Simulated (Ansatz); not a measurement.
**Rb: pressure up to the limit of the methods**

Aim: compress Rb (sc type) step by step, far beyond the usual range, and follow pressure and electronic structure. Methods of the runs shown: LAPW, crystal datasets and norm-conserving. Companion runs by PAW are cited. Its runs: the reference run (LAPW); volume scaled by 1 (crystal datasets and norm-conserving); volume scaled by 0.9 (LAPW); volume scaled by 0.8 (LAPW); volume scaled by 0.7 (LAPW); volume scaled by 0.6 (LAPW, crystal datasets and norm-conserving); volume scaled by 0.5 (LAPW and crystal datasets); volume scaled by 0.4 (LAPW, crystal datasets and norm-conserving).

This is Rb in the simple cubic structure; at room conditions it is bcc.

Method: DFT PBE, with the methods named in each step, in Ansatz 0.2.0.

**1. Starting point**

Symmetry: Pm-3m, No. 221, cubic system. Conventional cell: a = 4.619 Å, b = 4.619 Å, c = 4.619 Å, α = 90.00°, β = 90.00°, γ = 90.00°.

Structure file:

```cif
data_structure
_symmetry_space_group_name_H-M 'P 1'
_symmetry_Int_Tables_number 1
_cell_length_a 4.6187
_cell_length_b 4.6187
_cell_length_c 4.6187
_cell_angle_alpha 90.000
_cell_angle_beta 90.000
_cell_angle_gamma 90.000
_cell_volume 98.53
loop_
_atom_site_label
_atom_site_type_symbol
_atom_site_fract_x
_atom_site_fract_y
_atom_site_fract_z
_atom_site_occupancy
Rb1 Rb 0.00000 0.00000 0.00000 1
```

Whether this phase is the stable one at these pressures isn't tested.

**2. The reference volume, LAPW**

input.yaml

```yaml
crystal:
  lattice:
    - [4.618690808, 0.0, 0.0]
    - [0.0, 4.618690808, 0.0]
    - [0.0, 0.0, 4.618690808]
  atoms:
    - { symbol: Rb, position: [0.0, 0.0, 0.0] }
kpoints:
  mp_grid: { grid: [9, 9, 9] }
  band_path:
    path:
      - [0.0, 0.0, 0.0]
      - [0.0, 0.5, 0.0]
      - [0.5, 0.5, 0.0]
      - [0.0, 0.0, 0.0]
      - [0.5, 0.5, 0.5]
      - [0.0, 0.5, 0.0]
      - [0.5, 0.5, 0.5]
      - [0.5, 0.5, 0.0]
    npoints: 14
scf:
  occupations: { method: fermi_dirac, width: 0.08 }
hamiltonian:
  xc: pbe
  pseudopotentials: { kind: all_electron, lapw: { basis_error: 0.001 } }
output:
  forces: true
  stress: true
  eigenvalues: true
  populations: true
  dos: { projected: true, de: 0.2, e_range: [-14, 8] }
```

Launch:

```bash
$ ansatz run input.yaml --threads 1 --pin off --max-ram 2048MiB --backend cpu --events-out ev --progress --plain --runs-dir out
```

**3. Volume scaled by 1, crystal datasets**

input.yaml

```yaml
crystal:
  lattice:
    - [4.618690808, 0.0, 0.0]
    - [0.0, 4.618690808, 0.0]
    - [0.0, 0.0, 4.618690808]
  atoms:
    - { symbol: Rb, position: [0.0, 0.0, 0.0] }
kpoints:
  mp_grid: { grid: [9, 9, 9] }
scf:
  occupations: { method: fermi_dirac, width: 0.08 }
hamiltonian:
  xc: pbe
  pseudopotentials: { kind: all_electron, datasets: crystal }
output:
  forces: true
  stress: true
  eigenvalues: true
```

**4. Volume scaled by 1, norm-conserving**

Changes to input.yaml since step 3:

```diff
@@ -13,3 +13,3 @@
   xc: pbe
-  pseudopotentials: { kind: all_electron, datasets: crystal }
+  pseudopotentials: { kind: nc }
 output:
```

**5. Volume scaled by 0.9, LAPW**

input.yaml

```yaml
crystal:
  lattice:
    - [4.4592969459, 0.0, 0.0]
    - [0.0, 4.4592969459, 0.0]
    - [0.0, 0.0, 4.4592969459]
  atoms:
    - { symbol: Rb, position: [0.0, 0.0, 0.0] }
kpoints:
  mp_grid: { grid: [9, 9, 9] }
scf:
  occupations: { method: fermi_dirac, width: 0.08 }
hamiltonian:
  xc: pbe
  pseudopotentials: { kind: all_electron, lapw: { basis_error: 0.001 } }
output:
  forces: true
  stress: true
  eigenvalues: true
  populations: true
```

**6. Volume scaled by 0.8, LAPW**

Changes to input.yaml since step 5:

```diff
@@ -2,5 +2,5 @@
   lattice:
-    - [4.4592969459, 0.0, 0.0]
-    - [0.0, 4.4592969459, 0.0]
-    - [0.0, 0.0, 4.4592969459]
+    - [4.2876127361, 0.0, 0.0]
+    - [0.0, 4.2876127361, 0.0]
+    - [0.0, 0.0, 4.2876127361]
   atoms:
```

**7. Volume scaled by 0.7, LAPW**

Changes to input.yaml since step 6:

```diff
@@ -2,5 +2,5 @@
   lattice:
-    - [4.2876127361, 0.0, 0.0]
-    - [0.0, 4.2876127361, 0.0]
-    - [0.0, 0.0, 4.2876127361]
+    - [4.1009540512, 0.0, 0.0]
+    - [0.0, 4.1009540512, 0.0]
+    - [0.0, 0.0, 4.1009540512]
   atoms:
```

**8. Volume scaled by 0.6, LAPW**

input.yaml

```yaml
crystal:
  lattice:
    - [3.8955546984, 0.0, 0.0]
    - [0.0, 3.8955546984, 0.0]
    - [0.0, 0.0, 3.8955546984]
  atoms:
    - { symbol: Rb, position: [0.0, 0.0, 0.0] }
kpoints:
  mp_grid: { grid: [9, 9, 9] }
  band_path:
    path:
      - [0.0, 0.0, 0.0]
      - [0.0, 0.5, 0.0]
      - [0.5, 0.5, 0.0]
      - [0.0, 0.0, 0.0]
      - [0.5, 0.5, 0.5]
      - [0.0, 0.5, 0.0]
      - [0.5, 0.5, 0.5]
      - [0.5, 0.5, 0.0]
    npoints: 8
scf:
  occupations: { method: fermi_dirac, width: 0.08 }
hamiltonian:
  xc: pbe
  pseudopotentials: { kind: all_electron, lapw: { basis_error: 0.001 } }
output:
  forces: true
  stress: true
  eigenvalues: true
  populations: true
  dos: { projected: true, de: 0.2, e_range: [-14, 8] }
```

**9. Volume scaled by 0.6, crystal datasets**

input.yaml

```yaml
crystal:
  lattice:
    - [3.8955546984, 0.0, 0.0]
    - [0.0, 3.8955546984, 0.0]
    - [0.0, 0.0, 3.8955546984]
  atoms:
    - { symbol: Rb, position: [0.0, 0.0, 0.0] }
kpoints:
  mp_grid: { grid: [9, 9, 9] }
scf:
  occupations: { method: fermi_dirac, width: 0.08 }
hamiltonian:
  xc: pbe
  pseudopotentials: { kind: all_electron, datasets: crystal }
output:
  forces: true
  stress: true
  eigenvalues: true
```

**10. Volume scaled by 0.6, norm-conserving**

Changes to input.yaml since step 9:

```diff
@@ -13,3 +13,3 @@
   xc: pbe
-  pseudopotentials: { kind: all_electron, datasets: crystal }
+  pseudopotentials: { kind: nc }
 output:
```

**11. Volume scaled by 0.5, LAPW**

input.yaml

```yaml
crystal:
  lattice:
    - [3.6658573237, 0.0, 0.0]
    - [0.0, 3.6658573237, 0.0]
    - [0.0, 0.0, 3.6658573237]
  atoms:
    - { symbol: Rb, position: [0.0, 0.0, 0.0] }
kpoints:
  mp_grid: { grid: [9, 9, 9] }
scf:
  occupations: { method: fermi_dirac, width: 0.08 }
hamiltonian:
  xc: pbe
  pseudopotentials: { kind: all_electron, lapw: { basis_error: 0.001 } }
output:
  forces: true
  stress: true
  eigenvalues: true
  populations: true
```

**12. Volume scaled by 0.5, crystal datasets**

Changes to input.yaml since step 11:

```diff
@@ -13,3 +13,3 @@
   xc: pbe
-  pseudopotentials: { kind: all_electron, lapw: { basis_error: 0.001 } }
+  pseudopotentials: { kind: all_electron, datasets: crystal }
 output:
@@ -18,2 +18 @@
   eigenvalues: true
-  populations: true
```

**13. Volume scaled by 0.4, LAPW**

input.yaml

```yaml
crystal:
  lattice:
    - [3.4030804838, 0.0, 0.0]
    - [0.0, 3.4030804838, 0.0]
    - [0.0, 0.0, 3.4030804838]
  atoms:
    - { symbol: Rb, position: [0.0, 0.0, 0.0] }
kpoints:
  mp_grid: { grid: [9, 9, 9] }
  band_path:
    path:
      - [0.0, 0.0, 0.0]
      - [0.0, 0.5, 0.0]
      - [0.5, 0.5, 0.0]
      - [0.0, 0.0, 0.0]
      - [0.5, 0.5, 0.5]
      - [0.0, 0.5, 0.0]
      - [0.5, 0.5, 0.5]
      - [0.5, 0.5, 0.0]
    npoints: 8
scf:
  occupations: { method: fermi_dirac, width: 0.08 }
hamiltonian:
  xc: pbe
  pseudopotentials: { kind: all_electron, lapw: { basis_error: 0.001 } }
output:
  forces: true
  stress: true
  eigenvalues: true
  populations: true
  dos: { projected: true, de: 0.2, e_range: [-14, 8] }
```

**14. Volume scaled by 0.4, crystal datasets**

input.yaml

```yaml
crystal:
  lattice:
    - [3.4030804838, 0.0, 0.0]
    - [0.0, 3.4030804838, 0.0]
    - [0.0, 0.0, 3.4030804838]
  atoms:
    - { symbol: Rb, position: [0.0, 0.0, 0.0] }
kpoints:
  mp_grid: { grid: [9, 9, 9] }
scf:
  occupations: { method: fermi_dirac, width: 0.08 }
hamiltonian:
  xc: pbe
  pseudopotentials: { kind: all_electron, datasets: crystal }
output:
  forces: true
  stress: true
  eigenvalues: true
```

**15. Volume scaled by 0.4, norm-conserving**

Changes to input.yaml since step 14:

```diff
@@ -13,3 +13,3 @@
   xc: pbe
-  pseudopotentials: { kind: all_electron, datasets: crystal }
+  pseudopotentials: { kind: nc }
 output:
```

(Steps that only read results are left out.)

Q: Predict the outcome of this session. Wanted: LAPW pressure at 0.4 of the volume; PAW pressure at 0.4 of the volume; PAW; crystal datasets pressure at 0.4 of the volume; norm-conserving pressure at 0.4 of the volume; fitted bulk modulus at zero pressure.

**Answer**, as computed:

| quantity | value |
| --- | --- |
| LAPW pressure at 0.4 of the volume | 8.5 GPa |
| PAW pressure at 0.4 of the volume | 8.5 GPa |
| PAW (partial_waves polarizable) pressure at 0.4 of the volume | 8.5 GPa |
| crystal datasets pressure at 0.4 of the volume | 8.5 GPa |
| norm-conserving pressure at 0.4 of the volume | 8.4 GPa |
| fitted bulk modulus at zero pressure (LAPW) | 2.5 GPa |
| its pressure derivative | 3.34 |

**Reading.** By LAPW the pressure climbs to 8.5 GPa at 0.4 of the first volume. One third-order Birch-Murnaghan curve follows these points (B₀ = 2.5 GPa, B′ = 3.34, misfit at most 0.07 GPa). A fit over so wide a range leans to the high pressures, so B₀ can be off by several per cent. Where LAPW's pressure is over 3 GPa, PAW's departs from it by at most 0.1 %, at 0.4 of the volume. The ions are at rest, and the electrons smeared by 0.08 eV.
